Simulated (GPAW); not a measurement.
# Al3Cu2: single point with PBEsol

The system is Al3Cu2.

```
Cu Al
1.0
     4.09195    0.00000    0.00000
    -2.04598    3.54373    0.00000
     0.00000    0.00000    4.99278
Cu Al
2 3
Direct
  0.66979 0.33182 0.16768
  0.32861 0.66354 0.84105
  0.65997 0.32290 0.65487
  0.34223 0.66332 0.35039
  0.01813 0.00495 0.99980
```

The cell comes from a database or a generator and needn't be the stable form of this composition.

The cell isn't the ideal one: atoms moved at random, drawn with an rms of 0.05 Å.

```
Program             : GPAW 26.7.0
Task                : single point
Functional          : PBEsol
Potentials or basis : PAW data sets generated in the run's folder for this functional
Cutoff              : 600 eV
Basis               : pw
k mesh              : 8 × 8 × 6
Occupations         : fermi-dirac, width 0.05 eV
Spin                : no spin polarisation
Maxiter             : 150
```

The pressure is 1.2 GPa, the largest force is 0.590 eV/Å and the band gap on the k mesh is none (metal or under the smearing width).

Forces in eV/Å, atoms in the order of the input:
```
Cu   0.268  0.078 -0.168
Cu   0.251  0.003  0.027
Al   0.124  0.155 -0.090
Al  -0.113  0.013  0.156
Al  -0.530 -0.249  0.075
```

Stress tensor (GPa, compression positive):
```
 1.03 -0.49 -0.04
-0.49  1.43 -0.01
-0.04 -0.01  1.09
```

Levels at points of the mesh, in eV from the Fermi level:
```tsv
k point	band 14	band 15	band 16	band 17	band 18	band 19
(0.00, 0.00, 0.00)	-0.17	-0.11	1.37	1.39	2.58	2.93
(0.00, 0.00, 0.50)	1.27	1.37	1.42	1.83	2.46	2.50
(0.00, 0.50, 0.00)	-2.97	-2.51	-0.80	-0.03	0.41	2.98
(0.00, 0.50, 0.50)	-3.51	-1.72	-0.14	0.82	0.97	5.20
(0.50, 0.00, 0.00)	-2.97	-2.52	-0.77	-0.02	0.41	2.98
(0.50, 0.00, 0.50)	-3.50	-1.73	-0.16	0.81	0.96	5.19
(0.50, 0.50, 0.00)	-2.97	-2.51	-0.81	-0.03	0.42	2.98
(0.50, 0.50, 0.50)	-3.51	-1.72	-0.13	0.81	0.98	5.19
```

Run time: 3.5 min on 1 thread of Intel(R) Xeon(R) 6975P-C (Granite Rapids), with other jobs on the host, peak memory 0.52 GiB.

Caveat: with this Cu data set, volumes or pressures lay over 1.5 % or 2 GPa off other programs in two to four cells of ten.
